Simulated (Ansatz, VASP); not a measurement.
**Two plane-wave programs on B**

```
B
1.0
     3.32976    0.00000    0.00000
     0.00000    3.32976    0.00000
     0.00000    0.00000    2.68531
B
4
Cartesian
  2.6915 0.6382 0.0000
  0.6382 2.6915 0.0000
  1.0267 1.0267 1.3427
  2.3031 2.3031 1.3427
```

Alike in both runs: task single point; functional PBE; k mesh 6 × 6 × 6; occupations gaussian, width 0.1 eV; no spin polarisation.

|  | VASP | Ansatz |
| --- | --- | --- |
| version | VASP 6.6.1 | Ansatz 0.2.0 |
| potentials or method | VASP PAW PBE potentials, release 64 (B) | scalar-relativistic, plane waves, PAW |
| plane-wave cutoff (eV) | 520 | 420 |
| valence electrons in the cell | 12 | 12 |

|  | VASP | Ansatz | Ansatz less VASP |
| --- | --- | --- | --- |
| gap on the k mesh at the Fermi level (eV) | none | none | - |
| rms of the force components (eV/Å) | 0.537 | 0.538 | +0.0016 |

Atom by atom the forces differ by 0.002 eV/Å (rms over components). A gap of «none» marks a metal or a gap that the smearing closes.

Caveats: the k mesh is coarse (spacing up to 0.39 Å⁻¹), so the values aren't converged.
